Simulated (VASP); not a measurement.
Runs of VASP 6.6.1 on SnO2 (Cassiterite). Symmetry: P4_2/mnm, No. 136, tetragonal system. Conventional cell: a = 4.771 Å, b = 4.771 Å, c = 3.217 Å, α = 90.00°, β = 90.00°, γ = 90.00°. Around Sn (site symmetry mmm) lie 6 O at 2.07 Å. O (site symmetry m2m) is surrounded by 3 Sn at 2.07 Å. 

```tsv
task	level	cell	k mesh	cutoff (eV)	grid for exact exchange (PRECFOCK)	screening parameter	exchange at q = 0	share of exact exchange	gap on the mesh (eV)	pressure (GPa)	largest force (eV/Å)
band structure	HSE06	as given	4 × 4 × 6	520	Fast	0.2 1/A	-	-	2.73	(b)	0.03
relaxation of cell and atoms	PBEsol	relaxed	6 × 6 × 8	600	-	-	-	-	0.88	0.0	-
band structure	PBE-EpsX	as given	4 × 4 × 6	520	Fast	-	truncated	0.2193	3.11	(c)	0.02
band structure	PBE0	as given	4 × 4 × 6	520	Fast	-	truncated	-	3.43	(a)	0.03
```

Alike in all rows: potentials or basis VASP PAW PBE potentials, release 64 (Sn_d, O); no spin polarisation; smearing gaussian 0.03 eV.

Problem. Estimate the missing entries.

Solution. (a) -2.9; (b) -2.8; (c) -1.9.

Caveats: the PAW data sets were made with another functional, which shifts forces and pressure a little; spin-orbit coupling is left out, which moves the levels of the heavy elements.

A k mesh can miss the band edges, and the runs leave out spin-orbit coupling on Sn.

Runs at the PBE level aren't shown here.
